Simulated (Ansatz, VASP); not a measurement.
**As in VASP and in Ansatz**

The input INCAR:

```
PREC = Accurate ; ENCUT = 520
EDIFF = 1E-6 ; ISMEAR = -1
SIGMA = 0.1 ; LREAL = F
LASPH = T ; NELM = 80
ALGO = Fast ; ISIF = 2
LWAVE = F ; LCHARG = F
NBANDS = 12
```

KPOINTS

```
Automatic mesh
0
Gamma
  14 14 8
```

File POSCAR:

```
As
1.0
    3.0140613111      0.0000000000      0.0000000000
   -1.5070306555      2.6102536640      0.0000000000
    0.0000000000      0.0000000000      4.5970931335
As
2
Direct
    0.3333333333      0.6666666667      0.2500000000
    0.6666666667      0.3333333333      0.7500000000
```

Input for Ansatz:

```yaml
crystal:
  lattice:
    - [3.0140613111, 0.0, 0.0]
    - [-1.5070306555, 2.610253664, 0.0]
    - [0.0, 0.0, 4.5970931335]
  atoms:
    - { symbol: As, position: [0.3333333333, 0.6666666667, 0.25] }
    - { symbol: As, position: [0.6666666667, 0.3333333333, 0.75] }
hamiltonian:
  xc: lda
  pseudopotentials:
    kind: paw
    azcp:
      As: "pseudopotentials/As.paw.azcp"
basis:
  ecutwfc: 420
  fft_grid_basis: typed
kpoints:
  mp_grid: { grid: [14, 14, 8], shift: [0, 0, 0] }
magnetization:
  spin_polarized: false
scf:
  occupations: { method: fermi_dirac, width: 0.1 }
  lower_state_search: "off"
output:
  stress: true
```

Alike in both runs: task single point; functional LDA; k mesh 14 × 14 × 8; occupations fermi-dirac, width 0.1 eV; no spin polarisation.

```csv
,VASP,Ansatz
version,VASP 6.6.1,Ansatz 0.2.0
potentials or method,"VASP PAW LDA potentials, release 64 (As)","plane waves (420 eV) with PAW, scalar-relativistic"
plane-wave cutoff (eV),520,420
valence electrons in the cell,10,30
```

```csv
,VASP,Ansatz,Ansatz less VASP
pressure (GPa),0.5,0.2,-0.25
largest component of the traceless stress (GPa),0.20,0.18,-0.028
```

The two sets of potentials don't hold the same shells in valence. Ansatz warned: «pseudo_functional_mismatch».
